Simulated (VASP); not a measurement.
# InP (F-43m) in VASP: a series of runs

The runs below take InP through single point, with RPBE+D4, PBE exchange alone.

Program: VASP 6.6.1. These are calculated values, not measurements. Logs are shortened: lines on timing, memory, paths and dates and some standing lists are left out, and cuts for length are marked.

**Experimental background.**

A printed reference work, data compilation reports, for a bulk crystal of InP at 1.6 K: band gap 1.4236 eV (direct).

The runs below are set against these values where they give the same quantity.

### Step 1. The cell of the first run

The structure is cubic, space group F-43m (No. 216). The conventional cell has a = 5.976 Å, b = 5.976 Å, c = 5.976 Å, α = 90.00°, β = 90.00°, γ = 90.00°. Within 3.4 Å of In (site symmetry -43m) lie 4 P at 2.59 Å. Within 3.4 Å of P (site symmetry -43m) lie 4 In at 2.59 Å.

### Step 2. Single point, RPBE+D4

The input, INCAR:

```
SYSTEM = InP
ALGO = Normal ; EDIFF = 1E-7
ENCUT = 520 ; GGA = RP
ISIF = 2 ; ISMEAR = -1
IVDW = 13 ; LASPH = .TRUE.
LCHARG = .FALSE. ; LREAL = .FALSE.
LWAVE = .FALSE. ; NBANDS = 16
NELM = 100 ; PREC = Accurate
SIGMA = 0.05
```

The input, KPOINTS:

```
k-points
0
G
  8 8 8
  0 0 0
```

The input, POSCAR:

```
InP
1.0
    0.0000000000      2.9879753761      2.9879753761
    2.9879753761      0.0000000000      2.9879753761
    2.9879753761      2.9879753761      0.0000000000
In P
1 1
Direct
    0.0000000000      0.0000000000      0.0000000000
    0.7500000000      0.7500000000      0.7500000000
```

Potentials or basis: VASP PAW PBE potentials, release 64 (In_d, P).

Command:

```bash
cat potpaw_PBE.64/In_d/POTCAR potpaw_PBE.64/P/POTCAR > POTCAR
mpirun -np 1 vasp_std > vasp.out
```

OUTCAR:

```text
SYSTEM = InP
   EDIFF = 1E-7
   ENCUT = 520
   GGA = RP
   ISIF = 2
   ISMEAR = -1
   IVDW = 13
   LASPH = .TRUE.
   LREAL = .FALSE.
   NELM = 100
   PREC = Accurate

 ion  position               nearest neighbor table
   1  0.000  0.000  0.000-   2 2.59   2 2.59   2 2.59   2 2.59
   2  0.750  0.750  0.750-   1 2.59   1 2.59   1 2.59   1 2.59

  LATTYP: Found a face centered cubic cell.
 ALAT       =     5.9759507522

  Lattice vectors:

 A1 = (   0.0000000000,   2.9879753761,   2.9879753761)
 A2 = (   2.9879753761,   0.0000000000,   2.9879753761)
 A3 = (   2.9879753761,   2.9879753761,   0.0000000000)

Analysis of symmetry for initial positions (statically):
=====================================================================
 Subroutine PRICEL returns:
 Original cell was already a primitive cell.

 Routine SETGRP: Setting up the symmetry group for a
 face centered cubic supercell.

 Subroutine GETGRP returns: Found 24 space group operations
 (whereof 24 operations were pure point group operations)
 out of a pool of 48 trial point group operations.

The static configuration has the point symmetry T_d .

Analysis of symmetry for dynamics (positions and initial velocities):
=====================================================================
 Subroutine PRICEL returns:
 Original cell was already a primitive cell.

 Routine SETGRP: Setting up the symmetry group for a
 face centered cubic supercell.

 Subroutine GETGRP returns: Found 24 space group operations
 (whereof 24 operations were pure point group operations)
 out of a pool of 48 trial point group operations.

The dynamic configuration has the point symmetry T_d .

 Subroutine INISYM returns: Found 24 space group operations
 (whereof 24 operations are pure point group operations),
 and found     1 'primitive' translations

----------------------------------------------------------------------------------------

                                     Primitive cell

  volume of cell :      53.3533

  direct lattice vectors                    reciprocal lattice vectors
     0.000000000  2.987975376  2.987975376    -0.167337390  0.167337390  0.167337390
     2.987975376  0.000000000  2.987975376     0.167337390 -0.167337390  0.167337390
     2.987975376  2.987975376  0.000000000     0.167337390  0.167337390 -0.167337390

  length of vectors
     4.225635301  4.225635301  4.225635301     0.289836861  0.289836861  0.289836861

  position of ions in fractional coordinates (direct lattice)
     0.000000000  0.000000000  0.000000000
     0.750000000  0.750000000  0.750000000

[... 77 lines left out ...]
   LREAL  =      F    real-space projection
   EDIFFG = 0.1E-05   stopping-criterion for IOM
   NSW    =      0    number of steps for IOM
   IBRION =     -1    ionic relax: 0-MD 1-quasi-New 2-CG
   NFREE  =      0    steps in history (QN), initial steepest desc. (CG)
   ISIF   =      2    stress and relaxation
   ISYM   =      2    0-nonsym 1-usesym 2-fastsym
   POTIM  = 0.5000    time-step for ionic-motion
   TEBEG  =    0.0;   TEEND  =   0.0 temperature during run
   PSTRESS=    0.0 pullay stress
   NELECT =      18.0000    total number of electrons
   NUPDOWN=      -1.0000    fix difference up-down
   EMIN   =  10.00;   EMAX   =-10.00  energy-range for DOS
   EFERMI =   0.00;   METHOD = LEGACY
   ISMEAR =    -1;   SIGMA  =   0.05  broadening in eV -4-tet -1-fermi 0-gaus
   EFERMI_NEDOS =   21; number of points for ismear=-14 and -15
   IALGO  =     38    algorithm
   IMIX   =      4    mixing-type and parameters
     AMIX     =   0.40;   BMIX     =  1.00
     AMIX_MAG =   1.60;   BMIX_MAG =  1.00
  volume/ion in A,a.u.               =      26.68       180.02
  Fermi-wavevector in a.u.,A,eV,Ry     =   1.139669  2.153662 17.671858  1.298845
  Thomas-Fermi vector in A             =   2.276372
   LORBIT       =      0    0 simple, 1 ext, 2 COOP (PROOUT), +10 PAW based schemes
   GGA     = RP    functional components
   LHFCALC =     F    Hartree Fock is set to
   AEXX    =    0.0000 exact exchange contribution
   IVDW    =    13    specifies the selected vdW correction
   LEPSILON=     F    determine dielectric tensor
   LRPA    =     F    only Hartree local field effects (RPA)
 non-spin polarized calculation
  energy-cutoff  :      520.00
  volume of cell :       53.35
 maximum number of plane-waves:      1459
   NGX = 15   NGY = 15   NGZ = 15

 number of electron      18.0000002 magnetization

 Free energy of the ion-electron system (eV)
  ---------------------------------------------------
  ext. energy  EPLUGINS =         0.00000000
  ---------------------------------------------------
  free energy    TOTEN  =        -7.74974516 eV

  energy without entropy =       -7.74971918  energy(sigma->0) =       -7.74973217

 E-fermi :   4.9707     XC(G=0):  -8.8432

 val. band max:        4.6749167799   @ k =   0.0000   0.0000   0.0000
 cond. band min:       5.2001542609   @ k =   0.0000   0.0000   0.0000
 fundamental gap:      0.5252374810
 Fermi energy:         4.9707155193

 k-point     1 :       0.0000    0.0000    0.0000
  band No.  band energies     occupation
      1      -9.4278      2.00000
      2      -9.4278      2.00000
      3      -9.4278      2.00000
      4      -9.3049      2.00000
      5      -9.3049      2.00000
      6      -6.4272      2.00000
[... 433 lines left out ...]
      3      -9.3722      2.00000
      4      -9.3083      2.00000
      5      -9.2940      2.00000
      6      -4.6164      2.00000
[... 8 lines left out ...]
     15      15.3115      0.00000
     16      15.8109      0.00000

 [... further k-points ...]

------------------------ aborting loop because EDIFF is reached ----------------------------------------

  DFT-D4 for vdW energy calculation

  Edisp (eV):   -1.13713

  FORCE on cell =-STRESS in cart. coord.  units (eV):
  Direction    XX          YY          ZZ          XY          YZ          ZX
  --------------------------------------------------------------------------------------
  -------------------------------------------------------------------------------------
  Total      -0.88487    -0.88487    -0.88487     0.00000     0.00000     0.00000
  in kB     -26.57233   -26.57233   -26.57233     0.00000     0.00000     0.00000
  external pressure =      -26.57 kB  Pullay stress =        0.00 kB

 VOLUME and BASIS-vectors are now :
 -----------------------------------------------------------------------------
  energy-cutoff  :      520.00
  volume of cell :       53.35
      direct lattice vectors                 reciprocal lattice vectors
     0.000000000  2.987975376  2.987975376    -0.167337390  0.167337390  0.167337390
     2.987975376  0.000000000  2.987975376     0.167337390 -0.167337390  0.167337390
     2.987975376  2.987975376  0.000000000     0.167337390  0.167337390 -0.167337390

 POSITION                                       TOTAL-FORCE (eV/Angst)
 -----------------------------------------------------------------------------------
      0.00000      0.00000      0.00000         0.000000     -0.000000     -0.000000
      4.48196      4.48196      4.48196        -0.000000      0.000000      0.000000
 -----------------------------------------------------------------------------------
    total drift:                                0.000000      0.000000      0.000000

  FREE ENERGIE OF THE ION-ELECTRON SYSTEM (eV)
  ---------------------------------------------------
  free  energy   TOTEN  =        -8.8868772381 eV

  energy  without entropy=       -8.8868512607  energy(sigma->0) =       -8.88686425
```

OSZICAR:

```text
N       E                     dE             d eps       ncg     rms          rms(c)
DAV:   1     0.113298771673E+03    0.11330E+03   -0.83483E+03   936   0.122E+03
DAV:   2    -0.498308276620E+00   -0.11380E+03   -0.10935E+03  1072   0.300E+02
DAV:   3    -0.790033486434E+01   -0.74020E+01   -0.73730E+01  1176   0.743E+01
DAV:   4    -0.811439843404E+01   -0.21406E+00   -0.21400E+00  1264   0.136E+01
DAV:   5    -0.812266518080E+01   -0.82667E-02   -0.82666E-02  1368   0.227E+00    0.556E+00
DAV:   6    -0.775939936505E+01    0.36327E+00   -0.59976E-01  1496   0.116E+01    0.347E+00
DAV:   7    -0.774219866276E+01    0.17201E-01   -0.15934E-01  1304   0.288E+00    0.136E+00
DAV:   8    -0.774753702112E+01   -0.53384E-02   -0.16770E-02  1112   0.146E+00    0.273E-01
DAV:   9    -0.774910464586E+01   -0.15676E-02   -0.18999E-03  1184   0.402E-01    0.133E-01
DAV:  10    -0.774948133592E+01   -0.37669E-03   -0.36206E-04  1160   0.214E-01    0.732E-02
DAV:  11    -0.774974130997E+01   -0.25997E-03   -0.51994E-04  1088   0.143E-01    0.297E-02
DAV:  12    -0.774974160334E+01   -0.29337E-06   -0.12372E-05  1192   0.267E-02    0.102E-02
DAV:  13    -0.774974443697E+01   -0.28336E-05   -0.71799E-06  1144   0.127E-02    0.930E-03
DAV:  14    -0.774974510926E+01   -0.67230E-06   -0.84447E-07  1240   0.735E-03    0.358E-03
DAV:  15    -0.774974516066E+01   -0.51397E-07   -0.45350E-08   880   0.142E-03
   1 F= -.88868772E+01 E0= -.88868642E+01  d E =-.259775E-04
```

stdout:

```text
POSCAR found type information on POSCAR InP
 POSCAR found :  2 types and       2 ions
 scaLAPACK will be used
 -----------------------------------------------------------------------------
|                                                                             |
|                                                                             |
|     You enforced a specific xc type in the INCAR file but a different       |
|     I HOPE YOU KNOW WHAT YOU ARE DOING!                                     |
|                                                                             |
 -----------------------------------------------------------------------------

 LDA part: xc-table for (Slater+PW92), standard interpolation
 POSCAR, INCAR and KPOINTS ok, starting setup
 FFT: planning ... GRIDC
 FFT: planning ... GRID_SOFT
 FFT: planning ... GRID
 WAVECAR not read
 entering main loop
```

It took 25 s on 1 thread of Intel Xeon 6975P-C, shared host; peak memory 0.18 GiB.

What came out:

- Free energy: -8.8869 eV
- Pressure: -2.7 GPa
- Band gap on the k mesh: 0.53 eV, direct
- Dispersion energy per atom: -0.569 eV

Caveat: the PAW data sets were made with another functional, which shifts forces and pressure a little; spin-orbit coupling is left out, which moves the levels of the heavy elements.

### Step 3. Single point, PBE exchange alone

The input, INCAR:

```
PREC = Accurate ; ENCUT = 520
EDIFF = 1E-6 ; ISMEAR = -1
SIGMA = 0.05 ; LREAL = False
LASPH = True ; NELM = 80
ALGO = Normal ; ISIF = 2
LWAVE = False ; LCHARG = False
GGA = PE ; ALDAC = 0.0
AGGAC = 0.0 ; NBANDS = 16
```

The input, KPOINTS:

```
Automatic mesh
0
Gamma
  8 8 8
```

POSCAR is that of step 2.

Potentials or basis: VASP PAW PBE potentials, release 64 (In_d, P).

Command:

```bash
cat potpaw_PBE.64/In_d/POTCAR potpaw_PBE.64/P/POTCAR > POTCAR
mpirun -np 1 vasp_std > vasp.out
```

Run time: 19 s. Hardware: 1 thread of Intel Xeon 6975P-C, shared host; peak memory 0.18 GiB.

It converged, with:

| Property | Result |
| --- | --- |
| Free energy | -5.7686 eV |
| Pressure | 7.6 GPa |
| Band gap on the k mesh | 0.35 eV, direct |

Levels at points of the mesh, in eV from the valence-band top:
```csv
k point,band 5,band 6,band 7,band 8,band 9,band 10,band 11,band 12,band 13,band 14
"(0.00, 0.00, 0.00)",-13.82,-11.14,0.00,0.00,0.00,0.35,4.10,4.10,4.10,8.53
"(0.50, 0.00, 0.00)",-13.81,-9.60,-5.42,-0.89,-0.89,1.37,4.84,4.84,7.10,9.36
"(0.50, 0.50, 0.00)",-13.79,-9.02,-5.51,-2.12,-2.12,1.97,2.31,8.92,9.17,9.17
```

Caveat: spin-orbit coupling is left out, which moves the levels of the heavy elements.

### Step 4. Comparison with measurements

Step 2. A measured gap of InP is 1.4236 eV (direct; 1.6 K; a printed reference work, data compilation); the calculated 0.53 eV misses it by -0.90 eV. Spin-orbit coupling on In is left out. The value is that of RPBE+D4, without temperature or zero-point motion. Semilocal functionals fall short of measured gaps as a rule.
